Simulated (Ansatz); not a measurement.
## CuCl, one cell by several methods

```
Cu Cl
1.0
     0.00000    2.71010    2.71010
     2.71010    0.00000    2.71010
     2.71010    2.71010    0.00000
Cu Cl
1 1
Direct
  0.00000 0.00000 0.00000
  0.75000 0.75000 0.75000
```

Atoms are numbered in the order listed.

The geometry is COD entry 9013925, unchecked; take it as a test cell.

All numbers are computed: DFT, LDA, PAW with Ansatz's default frozen-core files, scalar-relativistic (Ansatz 0.2.0); DFT, LDA, all-electron PAW with datasets made for the crystal, scalar-relativistic (Ansatz 0.2.0); DFT, LDA, all-electron LAPW, scalar-relativistic (Ansatz 0.2.0).

For PAW: a Γ-centred 13×13×13 k mesh, Fermi–Dirac smearing of 0.05 eV, cutoff 420 eV, no spin polarisation; the PAW files were made with PBE, and the program remakes their frozen cores for this functional. The crystal-made all-electron datasets (AE datasets) take a cutoff of 300 eV at this cell. LAPW targets a basis error of 0.25 meV/atom. The Ansatz runs share mesh, smearing and spin set-up. Plane-wave (PAW) pressures include the program's estimate of the Pulay term.

Stress and pressure are positive in compression.

Levels count from the top of the valence band.

| quantity | PAW | AE datasets | LAPW |
| --- | --- | --- | --- |
| pressure (GPa) | -6.58 | -6.57 | -6.57 |
| band gap (eV) | 0.384 | 0.390 | 0.390 |
| highest filled level at X (eV) | -1.136 | -1.136 | -1.136 |
| lowest empty level at X (eV) | 3.320 | 3.322 | 3.322 |
| highest filled level at U (eV) | -0.907 | -0.907 | -0.907 |
| lowest empty level at U (eV) | 4.095 | 4.098 | 4.098 |

PAW's pressure differs from the LAPW value by about 0.01 GPa or less.
